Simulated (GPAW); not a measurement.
Ru:

```
CELL_PARAMETERS angstrom
2.70580 0.00000 0.00000
-1.35290 2.34329 0.00000
0.00000 0.00000 4.28190
ATOMIC_POSITIONS crystal
Ru 0.66667 0.33333 0.75000
Ru 0.33333 0.66667 0.25000
```

Base run:

- Program: GPAW 26.7.0
- Functional: PBE
- Potentials or basis: GPAW PAW data sets (gpaw-data 1.2.1)
- Cutoff: 600 eV
- Basis: pw
- k mesh: 11 × 11 × 6
- Occupations: fermi-dirac, width 0.05 eV
- Spin: no spin polarisation
- Hubbard terms: Ru d U = 4 eV

Its results: band gap on the k mesh none (metal or under the smearing width); pressure -5.7 GPa.

The run is repeated on the same cell with these changes: hubbard terms from Ru d U = 4 eV to Ru d U = 2 eV. What comes out?

Band gap on the k mesh none (metal or under the smearing width); pressure -0.9 GPa.

Caveats: U without spin polarisation on a metal has little footing; the U is typed as a test and isn't derived for this compound.
